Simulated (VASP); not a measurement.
A run of VASP 6.6.1 is set up as follows.

INCAR

```
PREC = Accurate
ENCUT = 600
EDIFF = 1E-7
ISMEAR = 0
SIGMA = 0.03
LREAL = F
LASPH = T
NELM = 80
ALGO = Normal
ISIF = 4
LWAVE = F
LCHARG = F
GGA = PE
IVDW = 12
IBRION = 2
NSW = 40
EDIFFG = -0.01
```

The input KPOINTS:

```
regular mesh
0
Gamma
  12 12 5
```

POSCAR

```
GaN                                     
1.0
    3.1742252215      0.0000000000      0.0000000000
   -1.5871126107      2.7489596792      0.0000000000
    0.0000000000      0.0000000000      5.1739883071
  Ga              N             
     2     2
Direct
     0.3333333332999970    0.6666666667000030    0.9992111713869392
     0.6666666667000030    0.3333333332999970    0.4992111713869392
     0.3333333332999970    0.6666666667000030    0.3757888286130608
     0.6666666667000030    0.3333333332999970    0.8757888286130608
```

Potentials or basis: VASP PAW PBE potentials, release 64 (Ga_d, N).

Run with:

```console
$ cat potpaw_PBE.64/Ga_d/POTCAR potpaw_PBE.64/N/POTCAR > POTCAR
$ mpirun -np 1 vasp_std > vasp.out
```

(1) Predict the dispersion energy per atom.

(2) What does it give for the band gap on the k mesh?

Results:

(1) -0.257 eV.

(2) 1.99 eV, direct.

Caveat: the relaxation stopped at its first step, so nothing moved.
